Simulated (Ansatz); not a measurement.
# CdSe (F-43m) in Ansatz: settings compared

One crystal, CdSe, is run at these levels: PBE, PBEsol+D3(BJ), revPBE; tasks: single point, relaxation of cell and atoms.

Program: Ansatz 0.2.0. These are calculated values, not measurements. Logs are shortened: lines on timing, memory, paths and dates and some standing lists are left out, and cuts for length are marked.

### 1 Starting point

Symmetry: F-43m, No. 216, cubic system. Conventional cell: a = 6.141 Å, b = 6.141 Å, c = 6.141 Å, α = 90.00°, β = 90.00°, γ = 90.00°. Around Cd (site symmetry -43m) lie 4 Se at 2.66 Å. Around Se (site symmetry -43m) lie 4 Cd at 2.66 Å.

Measurements of this composition are mostly on another form, of space group No. 186.

### 2 Single point, PBE

Input file input.yaml:

```yaml
crystal:
  lattice:
    - [0.0, 3.0702711986, 3.0702711986]
    - [3.0702711986, 0.0, 3.0702711986]
    - [3.0702711986, 3.0702711986, 0.0]
  atoms:
    - { symbol: Cd, position: [0.0, 0.0, 0.0] }
    - { symbol: Se, position: [0.25, 0.25, 0.25] }
kpoints:
  mp_grid: { grid: [8, 8, 8] }
scf:
  occupations: { method: gaussian, width: 0.014 }
hamiltonian:
  xc: pbe
  pseudopotentials: { kind: all_electron, lapw: { basis_error: 0.001 } }
output:
  forces: true
  stress: true
  eigenvalues: true
```

Potentials or basis: all-electron LAPW, scalar-relativistic.

The run is started by

```
$ ansatz run input.yaml --threads 1 --pin off --max-ram 3072MiB --backend cpu --events-out ev --progress --plain --runs-dir out
```

Log:

```text
Warning: RAYON_NUM_THREADS=1 ignored (pool sized by the plan → 1); use --threads N
LAPW: plane waves up to 8.361 Å⁻¹, error target 1.0e-3 eV per atom; small_component_spin mean_spin; Se in spheres of 1.276 Å, 24 of its electrons in bands, Dirac shells []; Cd in spheres of 1.383 Å, 20 of its electrons in bands, Dirac shells [] (how accurate: hamiltonian.pseudopotentials.lapw.basis_error, Limitations)
Engine: ansatz 0.2.0, aarch64-unknown-linux-gnu
Pseudopotentials: kind: all_electron
Pseudopotential: Cd, LAPW, valence charge 20, lapw/all_electron/scalar/gaussian/Cd, Koelling and Harmon's equation, gaussian nucleus
Pseudopotential: Se, LAPW, valence charge 24, lapw/all_electron/scalar/gaussian/Se, Koelling and Harmon's equation, gaussian nucleus
Functional definition: PBE
  parameter kappa = 0.804
  parameter beta = 0.06672455060314922
  exchange = pbe_x(kappa = kappa, mu = beta*pi^2/3)
  correlation = pbe_c(beta = beta)
Crystal: 2 atoms, lattice volume = 57.884 Å³
Basis set: ecut = 266.34276165907727 eV, 537 PW (Γ), exchange–correlation at level 2
Bands: 27, of which v1, the nominal top of the filled ones, is band 22 counted from 1 (21 counted from 0)
Symmetry: 24 space group operations
Space group: F-43m (ITA 216), of the structure as read, at distance tolerance 3.9e-5 Å
k-points: 29 of 512 (time reversal used)
Non-local potential: Cd, projectors of the file, none
Non-local potential: Se, projectors of the file, none
Initial density: superposition of atomic densities (chi_scale 0.1, normalization cell, long waves kept (reshape's long-wave potential 0.00 eV rms))
Initial wavefunctions: plane waves of lowest kinetic energy (no species holds an atomic orbital)
Functional: x = pbe(κ = 0.804, μ = 0.2195149727645171), c = pbe(β = 0.06672455060314922)
iter 1 solved again at ethr=2.32e-3 eV; its pass at ethr=1.00e-1 eV (dr2=1.02e0 eV) is discarded
SCF iter   1: F=—  HF=-218362.745552 eV  |F-HF|=—  |Δ(HF+E_count)|=         —  Δρ=2.85e-2  dr2=1.02e0  ethr=2.32e-3  ⟨swp⟩=2.0  Hψ=4966  notcnv=0
preconditioner: auto → none  [insulator: Δε(μ)=1.059 eV  Ē_g=12.367 eV  σ=0.014 eV  W_gap=1.00  n_scr=14 (ndim 8)  ℏωp=20.7 eV  f_vac=0.228  D(μ)=0.00/eV (n_scr^D=0)  ε∞_Penn≈3.8]
iter 2 solved again at ethr=4.91e-5 eV; its pass at ethr=2.32e-3 eV (dr2=2.16e-2 eV) is discarded
SCF iter   2: F=—  HF=-218362.401096 eV  |F-HF|=—  |Δ(HF+E_count)|=   3.44e-1  Δρ=7.23e-3  dr2=2.16e-2  ethr=4.91e-5  ⟨swp⟩=2.2  Hψ=4156  notcnv=0  defer=1
SCF iter   3: F=—  HF=-218362.364687 eV  |F-HF|=—  |Δ(HF+E_count)|=   3.64e-2  Δρ=4.26e-3  dr2=1.13e-2  ethr=4.91e-5  ⟨swp⟩=3.0  Hψ=2471  notcnv=0
SCF iter   4: F=—  HF=-218362.364595 eV  |F-HF|=—  |Δ(HF+E_count)|=   9.19e-5  Δρ=1.38e-3  dr2=1.09e-3  ethr=2.57e-5  ⟨swp⟩=2.0  Hψ=2381  notcnv=0
SCF iter   5: F=—  HF=-218362.364740 eV  |F-HF|=—  |Δ(HF+E_count)|=   1.46e-4  Δρ=1.84e-4  dr2=1.31e-5  ethr=2.47e-6  ⟨swp⟩=2.0  Hψ=2305  notcnv=0
SCF iter   6: F=—  HF=-218362.364751 eV  |F-HF|=—  |Δ(HF+E_count)|=   1.08e-5  Δρ=4.56e-5  dr2=1.09e-6  ethr=2.98e-8  ⟨swp⟩=3.0  Hψ=2294  notcnv=0
SCF iter   7: F=-218362.364754 eV  HF=-218362.364754 eV  |F-HF|=1.09e-7  |Δ(HF+E_count)|=   2.69e-6  Δρ=8.63e-6  dr2=3.40e-8  ethr=2.47e-9  ⟨swp⟩=3.0  Hψ=2399  notcnv=0
SCF 1 converged in 7 iterations: F = -218362.364754 eV  dr2 = 3.40e-8
SCF converged after 7 iterations
Free energy (F): -218362.364754 eV
Harris-Foulkes:  -218362.364754 eV  (|F-HF|=1.09e-7)
Internal energy: -218362.364754 eV  (E = F + TS)
E sigma→0 (E₀):  -218362.364754 eV
Fermi energy:    8.019745 eV
--- Per-component energies (eV) ---
  E_band       = -2108.280349
  E_kinetic    = 227171.044212
  E_xc         = -6605.761112
  E_electrostatic = -438927.647853  (all electrons and nuclei)
  E_smearing   = -0.000000  (= −TS)
  E_closure    = 0.000000  (closes the sum)
  E_atoms      = -218356.868614  (free atoms, spherical and without spin; not in F)
  Σ components = -218362.364754   (vs F -218362.364754, Δ=0.00e0)
  Basis errors (estimates in eV, not in F): energy 4.4e-4 per atom: plane waves 4.0e-4 (2.4e-4 summed), levels above the bands 0.0e0, relativity 6.4e-8, radial functions 3.5e-5, core shells 5.6e-7; eigenvalues (radial functions only) 1.4e-6; not estimated: angular momenta, meshes, grids; target (lapw.basis_error) 1.0e-3; muffin-tin radii Se 1.276 Å, Cd 1.383 Å
--- Forces (eV/Å), atoms counted from 1 ---
  atom   1  Cd    -0.00000000     0.00000000     0.00000000
  atom   2  Se     0.00000000    -0.00000000     0.00000000
  max |Σ_I F_I| component: 4.63e-17 eV/Å
--- Stress (GPa, compression-positive) ---
        1.303697      -0.000000      -0.000000
       -0.000000       1.303697       0.000000
       -0.000000       0.000000       1.303697
  P = ⅓ Tr σ = 1.3037 GPa (13.037 kbar)
--- Band table (eV; the first three rows and the last of 29) ---
  k-point 0: bands = ["-199.1760", "-138.6423", "-138.6423", "-138.6423", "-93.8363", "-54.9035", "-54.9035", "-54.9035", "-38.8564", "-38.8564", "-38.8564", "-38.8534", "-38.8534", "-4.6908", "-0.0931", "-0.0931", "-0.0931", "0.2512", "0.2512", "7.7444", "7.7444", "7.7444", "8.2947", "13.6888", "13.6888", "13.6888", "17.4165"]
  k-point 1: bands = ["-199.1760", "-138.6423", "-138.6423", "-138.6423", "-93.8363", "-54.9035", "-54.9035", "-54.9035", "-38.8564", "-38.8564", "-38.8564", "-38.8534", "-38.8534", "-4.6405", "-0.0772", "-0.0772", "-0.0466", "0.2504", "0.2504", "6.5583", "7.6264", "7.6264", "9.2894", "13.4651", "13.8836", "13.8836", "18.0446"]
  k-point 2: bands = ["-199.1760", "-138.6423", "-138.6423", "-138.6423", "-93.8363", "-54.9036", "-54.9035", "-54.9035", "-38.8564", "-38.8564", "-38.8564", "-38.8534", "-38.8534", "-4.5176", "-0.0426", "-0.0426", "0.1084", "0.2532", "0.2532", "5.1565", "7.3650", "7.3650", "9.9907", "13.6577", "14.1913", "14.1913", "17.7935"]
  k-point 28: bands = ["-199.1760", "-138.6423", "-138.6423", "-138.6423", "-93.8363", "-54.9036", "-54.9036", "-54.9035", "-38.8564", "-38.8564", "-38.8563", "-38.8534", "-38.8534", "-4.2325", "0.0805", "0.0834", "0.2199", "0.2562", "0.6987", "3.8982", "5.6218", "5.6590", "12.6566", "12.9638", "14.1666", "15.3478", "18.0792"]
```

It took 16 s on 1 thread of Arm Neoverse V1, shared host; peak memory 0.29 GiB.

Results:

- Free energy: -218362.3648 eV
- Pressure: 1.3 GPa
- Band gap on the k mesh: 0.55 eV, direct

(Part 1 of 2 ends here.)
